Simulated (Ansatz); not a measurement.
**BeS: how the settings move a single-point run**

Question: which choices in the input matter for BeS?

The COD entry's cell or inner coordinates are ideal or old and differ from later refinements, so a difference from it is no clean test against experiment.

Program: Ansatz 0.2.0. Level of theory: reference: DFT, PBEsol, PAW with Ansatz's default frozen-core files, scalar-relativistic. These are calculated values, not measurements.

**1. The system as given**

Symmetry: F-43m, No. 216, cubic system. The conventional cell has a = 4.850 Å, b = 4.850 Å, c = 4.850 Å, α = 90.00°, β = 90.00°, γ = 90.00°. Be (site symmetry -43m) is surrounded by 4 S at 2.10 Å. Around S (site symmetry -43m) lie 4 Be at 2.10 Å.

Coordinates:

```
CELL_PARAMETERS angstrom
0.00000 2.42500 2.42500
2.42500 0.00000 2.42500
2.42500 2.42500 0.00000
ATOMIC_POSITIONS crystal
Be 0.00000 0.00000 0.00000
S 0.75000 0.75000 0.75000
```

**2. The reference run**

input.yaml reads:

```yaml
crystal:
  lattice:
    - [0.0, 2.425, 2.425]
    - [2.425, 0.0, 2.425]
    - [2.425, 2.425, 0.0]
  atoms:
    - { symbol: Be, position: [0.0, 0.0, 0.0] }
    - { symbol: S, position: [0.75, 0.75, 0.75] }
kpoints:
  mp_grid: { grid: [9, 9, 9] }
  band_path:
    path:
      - [0.0, 0.0, 0.0]
      - [-0.5, -0.5, 0.0]
      - [-0.375, -0.375, 0.25]
      - [-0.375, 0.0, 0.375]
      - [0.0, 0.0, 0.0]
      - [0.0, 0.0, 0.5]
      - [-0.5, -0.25, 0.25]
      - [-0.5, -0.5, 0.0]
    npoints: 5
scf:
  occupations: { method: fermi_dirac, width: 0.02 }
hamiltonian:
  xc: pbesol
  pseudopotentials: { kind: paw }
output:
  forces: true
  stress: true
  eigenvalues: true
  efg: { contact_densities: true }
```

On the command line:

```
> ansatz run input.yaml --threads 1 --pin off --max-ram 2048MiB --backend cpu --events-out ev --progress --plain --runs-dir out
```

**3. Variant: occupations.method cold, occupations.width 0.005**

Changes to input.yaml since step 2:

```diff
@@ -22,3 +22,3 @@
 scf:
-  occupations: { method: fermi_dirac, width: 0.02 }
+  occupations: { method: cold, width: 0.005 }
 hamiltonian:
```

Q: Predict the outcome of this session. Wanted: for each run, ending; energy change; pressure; gap; force.

The runs gave:

| run | ending | energy change | pressure (GPa) | gap (eV) | force (eV/Å) | cycles | time |
| --- | --- | --- | --- | --- | --- | --- | --- |
| reference | converged | 0 | -0.7 | 3.02 | 0.00 | 6 | 2.1 s |
| 1: occupations.method cold, occupations.width 0.005 | converged | 0.0 meV/atom (σ→0) | -0.7 | 3.02 | 0.00 | 6 | 1.4 s |

Residual by cycle in the longest SCF loop of each run; runs are numbered as in the table. The quantity is the density residual dr2, in eV.

| cycle | reference | run 1 |
| --- | --- | --- |
| 1 | 0.00468 | 0.00468 |
| 2 | 4.2e-4 | 4.2e-4 |
| 3 | 1.4e-5 | 1.4e-5 |
| 4 | 5.0e-7 | 5.0e-7 |
| 5 | 1.2e-6 | 1.2e-6 |
| 6 | 6.9e-10 | 6.7e-10 |

What this shows: The changed input (smearing) leaves the energy the same to the digits printed. Cost: 1.4 s against 2.1 s.

The gaps are Kohn-Sham values of a semilocal functional, not quasiparticle or optical gaps. Such gaps usually fall short of the measured ones.
